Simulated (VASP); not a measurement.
# BN in VASP: a series of runs, part 2 of 2

VASP 6.6.1. The steps go on from the part before.

## (4) Single point, PBE

The input, INCAR:

```
SYSTEM = BN
PREC = Accurate ; ENCUT = 520
EDIFF = 1E-7 ; ISMEAR = 0
SIGMA = 0.05 ; LREAL = .FALSE.
LASPH = .TRUE. ; NELM = 100
ALGO = Normal ; ISIF = 2
LWAVE = .FALSE. ; LCHARG = .FALSE.
LDIPOL = .TRUE. ; IDIPOL = 3
DIPOL = 0.5 0.5 0.500 ; GGA = PE
LVHAR = .TRUE. ; LVACPOTAV = .TRUE.
```

The input, KPOINTS:

```
regular mesh
0
G
  6 6 1
  0 0 0
```

The input, POSCAR:

```
BN                                      
1.0
    2.5078278373     -0.0000000000     -0.0000000000
   -1.2539139186      2.1718426157     -0.0000000000
    0.0000000000      0.0000000000     27.7402165691
  B               N             
     4     4
Direct
     0.6666666667000030    0.3333333333999988    0.3202959566733614
     0.3333333332999970    0.6666666666000012    0.4401156667729118
     0.6666666667000030    0.3333333333999988    0.5598843332270883
     0.3333333332999970    0.6666666666000012    0.6797040433266385
     0.3333333332999970    0.6666666666000012    0.3202351311481220
     0.6666666667000030    0.3333333333999988    0.4401117933634616
     0.3333333332999970    0.6666666666000012    0.5598882066365385
     0.6666666667000030    0.3333333333999988    0.6797648688518778
```

Potentials or basis: VASP PAW PBE potentials, release 64 (B, N).

On the command line:

```sh
$ cat potpaw_PBE.64/B/POTCAR potpaw_PBE.64/N/POTCAR > POTCAR
$ mpirun -np 1 vasp_std > vasp.out
```

OUTCAR:

```text
SYSTEM = BN
   PREC = Accurate
   ENCUT = 520
   EDIFF = 1E-7
   ISMEAR = 0
   LREAL = .FALSE.
   LASPH = .TRUE.
   NELM = 100
   ISIF = 2
   GGA = PE

 ion  position               nearest neighbor table
   1  0.667  0.333  0.320-   5 1.45   5 1.45   5 1.45
   2  0.333  0.667  0.440-   6 1.45   6 1.45   6 1.45
   3  0.667  0.333  0.560-   7 1.45   7 1.45   7 1.45
   4  0.333  0.667  0.680-   8 1.45   8 1.45   8 1.45
   5  0.333  0.667  0.320-   1 1.45   1 1.45   1 1.45
   6  0.667  0.333  0.440-   2 1.45   2 1.45   2 1.45
   7  0.333  0.667  0.560-   3 1.45   3 1.45   3 1.45
   8  0.667  0.333  0.680-   4 1.45   4 1.45   4 1.45

  LATTYP: Found a hexagonal cell.
 ALAT       =     2.5078278373
 C/A-ratio  =    11.0614517299

  Lattice vectors:

 A1 = (   2.5078278373,   0.0000000000,   0.0000000000)
 A2 = (  -1.2539139186,   2.1718426157,   0.0000000000)
 A3 = (   0.0000000000,   0.0000000000,  27.7402165691)

Analysis of symmetry for initial positions (statically):
=====================================================================
 Subroutine PRICEL returns:
 Original cell was already a primitive cell.

 Routine SETGRP: Setting up the symmetry group for a
 hexagonal supercell.

 Subroutine GETGRP returns: Found 12 space group operations
 (whereof 12 operations were pure point group operations)
 out of a pool of 24 trial point group operations.

The static configuration has the point symmetry D_3d.

Analysis of symmetry for dynamics (positions and initial velocities):
=====================================================================
 Subroutine PRICEL returns:
 Original cell was already a primitive cell.

 Routine SETGRP: Setting up the symmetry group for a
 hexagonal supercell.

 Subroutine GETGRP returns: Found 12 space group operations
 (whereof 12 operations were pure point group operations)
[... 122 lines left out ...]
   LHFCALC =     F    Hartree Fock is set to
   AEXX    =    0.0000 exact exchange contribution
   IVDW    =     0    specifies the selected vdW correction
   LEPSILON=     F    determine dielectric tensor
   LRPA    =     F    only Hartree local field effects (RPA)
 non-spin polarized calculation
 Gauss-broadening in eV      SIGMA  =   0.05
  energy-cutoff  :      520.00
  volume of cell :      151.09
 maximum number of plane-waves:      4099
 NGX is ok and might be reduce to    20
   NGX =  9   NGY =  9   NGZ =103

 number of electron      31.9999999 magnetization

 dipolmoment           0.000000      0.000000     -0.000000 electrons x Angstroem

 Free energy of the ion-electron system (eV)
  ---------------------------------------------------
  ext. energy  EPLUGINS =         0.00000000
  ---------------------------------------------------
  free energy    TOTEN  =       -70.33258101 eV

  energy without entropy =      -70.33258101  energy(sigma->0) =      -70.33258101

 E-fermi :  -1.6617     XC(G=0):  -5.1310

 val. band max:       -1.9719570621   @ k =   0.3333   0.3333   0.0000
 cond. band min:       2.3462314565   @ k =   0.5000   0.0000   0.0000
 fundamental gap:      4.3181885186
 Fermi energy:        -1.6617004614

 k-point     1 :       0.0000    0.0000    0.0000
  band No.  band energies     occupation
      1     -19.7302      2.00000
      2     -19.6474      2.00000
      3     -19.5554      2.00000
      4     -19.4916      2.00000
      5      -8.0015      2.00000
      6      -7.5177      2.00000
[... 157 lines left out ...]
     20       2.8016      0.00000
     21       9.0156      0.00000

------------------------ aborting loop because EDIFF is reached ----------------------------------------

  FORCE on cell =-STRESS in cart. coord.  units (eV):
  Direction    XX          YY          ZZ          XY          YZ          ZX
  --------------------------------------------------------------------------------------
  -------------------------------------------------------------------------------------
  Total        0.9170679      0.9170679      0.9164828      0.0000000      0.0000000      0.0000000
  in kB        9.7246988      9.7246988      9.7184938      0.0000000      0.0000000      0.0000000
  external PRESSURE =       9.7226305 kB  Pullay stress =       0.0000000 kB

 VOLUME and BASIS-vectors are now :
 -----------------------------------------------------------------------------
  energy-cutoff  :      520.00
  volume of cell :      151.09
      direct lattice vectors                 reciprocal lattice vectors
     2.507827837  0.000000000  0.000000000     0.398751455  0.230219260  0.000000000
    -1.253913919  2.171842616  0.000000000     0.000000000  0.460438520  0.000000000
     0.000000000  0.000000000 27.740216569     0.000000000  0.000000000  0.036048745

 POSITION                                       TOTAL-FORCE (eV/Angst)
 -----------------------------------------------------------------------------------
      1.25391      0.72395      8.88508         0.000000     -0.000000     -0.055463
      0.00000      1.44790     12.20890         0.000000     -0.000000     -0.001956
      1.25391      0.72395     15.53131        -0.000000      0.000000      0.001956
      0.00000      1.44790     18.85514        -0.000000      0.000000      0.055463
      0.00000      1.44790      8.88339         0.000000     -0.000000     -0.043586
      1.25391      0.72395     12.20880         0.000000      0.000000      0.000882
      0.00000      1.44790     15.53142         0.000000      0.000000     -0.000882
      1.25391      0.72395     18.85682         0.000000      0.000000      0.043586
 -----------------------------------------------------------------------------------
    total drift:                                0.000000      0.000000      0.000000

  FREE ENERGIE OF THE ION-ELECTRON SYSTEM (eV)
  ---------------------------------------------------
  free  energy   TOTEN  =       -70.3325810135 eV

  energy  without entropy=      -70.3325810135  energy(sigma->0) =      -70.33258101

 vacuum level on the upper side and lower side of the slab         3.890         3.890
```

OSZICAR:

```text
N       E                     dE             d eps       ncg     rms          rms(c)
DAV:   1     0.253845600094E+03    0.25385E+03   -0.14714E+04   294   0.128E+03
DAV:   2    -0.493714387653E+02   -0.30322E+03   -0.28627E+03   429   0.306E+02
DAV:   3    -0.767694667306E+02   -0.27398E+02   -0.27197E+02   344   0.105E+02
[... 15 lines left out ...]
DAV:  19    -0.703325694132E+02   -0.93993E-05   -0.19378E-07   282   0.253E-03    0.500E-04
DAV:  20    -0.703325782562E+02   -0.88430E-05   -0.12318E-07   244   0.227E-03    0.315E-04
DAV:  21    -0.703325801884E+02   -0.19322E-05   -0.19365E-08   237   0.114E-03    0.183E-04
DAV:  22    -0.703325809703E+02   -0.78185E-06   -0.93924E-09   207   0.857E-04    0.643E-05
DAV:  23    -0.703325810135E+02   -0.43251E-07   -0.26623E-09   222   0.393E-04
   1 F= -.70332581E+02 E0= -.70332581E+02  d E =-.594599E-19
```

It took 34 s on 1 thread of Intel Xeon 6975P-C (Granite Rapids), shared host; peak memory 0.26 GiB.

What came out:

```
Free energy                            : -70.3326 eV
Largest force                          : 0.055 eV/Å
Band gap on the k mesh                 : 4.32 eV, indirect (least direct gap 4.67 eV)
Ionisation potential of the upper face : 5.86 eV
```

Forces in eV/Å, atoms in the order of the input:
```
B    0.000  0.000 -0.055
B    0.000  0.000 -0.002
B    0.000  0.000  0.002
B    0.000  0.000  0.055
N    0.000  0.000 -0.044
N    0.000  0.000  0.001
N    0.000  0.000 -0.001
N    0.000  0.000  0.044
```

Levels at points of the mesh, in eV from the valence-band top:
```
           k point  band 13  band 14  band 15  band 16  band 17  band 18  band 19  band 20
(0.00, 0.00, 0.00)    -1.31    -1.31    -1.31    -1.31     4.92     5.08     5.91     6.38
(0.50, 0.00, 0.00)    -1.34    -1.06    -0.75    -0.52     4.32     4.57     4.99     5.42
```

Caveat: the k mesh is coarse (spacing up to 0.48 Å⁻¹), so the values aren't converged.

## (5) Overview

```csv
task,level,cell,k mesh,mesh quality,gap on the mesh (eV),largest force (eV/Å)
relaxation of shape and atoms at fixed volume,PBE+D3(BJ),atoms relaxed at fixed volume,18 × 18 × 1,not flagged,4.31,-
single point,PBE,as given,24 × 24 × 1,not flagged,4.30,0.06
single point,PBE,as given,6 × 6 × 1,coarse,4.32,0.06
```

Alike in all rows: potentials or basis VASP PAW PBE potentials, release 64 (B, N); no spin polarisation; cutoff (eV) 520; smearing gaussian 0.05 eV.

Caveats: some runs use coarse meshes.

Absolute energies hang on the potentials; compare differences alone.
